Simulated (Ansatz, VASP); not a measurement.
## Be: VASP beside Ansatz

INCAR

```
  PREC = Accurate
  ENCUT = 520
  EDIFF = 1E-7
  ISMEAR = 0
  SIGMA = 0.0164
  LREAL = False
  LASPH = True
  NELM = 60
  ALGO = Normal
  ISIF = 2
  LWAVE = False
  LCHARG = False
  GGA = RP
  NBANDS = 7
```

Contents of KPOINTS:

```
Automatic mesh
0
Gamma
  10 10 10
```

POSCAR

```
Be
1.0
   -1.2634200000      1.2634200000      1.2634200000
    1.2634200000     -1.2634200000      1.2634200000
    1.2634200000      1.2634200000     -1.2634200000
Be
1
Direct
    0.0000000000      0.0000000000      0.0000000000
```

Input for Ansatz:

```yaml
crystal:
  lattice:
    - [-1.26342, 1.26342, 1.26342]
    - [1.26342, -1.26342, 1.26342]
    - [1.26342, 1.26342, -1.26342]
  atoms:
    - { symbol: Be, position: [0.0, 0.0, 0.0] }
  symmetry: { tolerance: 0.0003 }
kpoints:
  mp_grid: { grid: [10, 10, 10], shift: [0, 0, 0] }
magnetization:
  spin_polarized: false
scf:
  occupations: { method: gaussian, width: 0.0164 }
hamiltonian:
  pseudopotentials: { kind: paw }
  xc: rpbe
basis:
  ecutwfc: 500
output:
  forces: true
  stress: true
  eigenvalues: true
```

The cell was built by a generator and needn't be a form met in nature.

Alike in both runs: task single point; functional RPBE; k mesh 10 × 10 × 10; occupations gaussian, width 0.0164 eV; no spin polarisation.

|  | VASP | Ansatz |
| --- | --- | --- |
| version | VASP 6.6.1 | Ansatz 0.2.0 |
| potentials or method | VASP PAW PBE potentials, release 64 (Be) | PAW plane waves |
| plane-wave cutoff (eV) | 520 | 500 |
| valence electrons in the cell | 2 | 2 |

|  | VASP | Ansatz | Ansatz less VASP |
| --- | --- | --- | --- |
| gap on the k mesh at the Fermi level (eV) | none | none | - |
| pressure (GPa) | -0.6 | -0.6 | -0.02 |

A gap of «none» marks a metal or a gap that the smearing closes.

Caveats: the PAW data sets were made with another functional, which shifts forces and pressure a little (VASP).
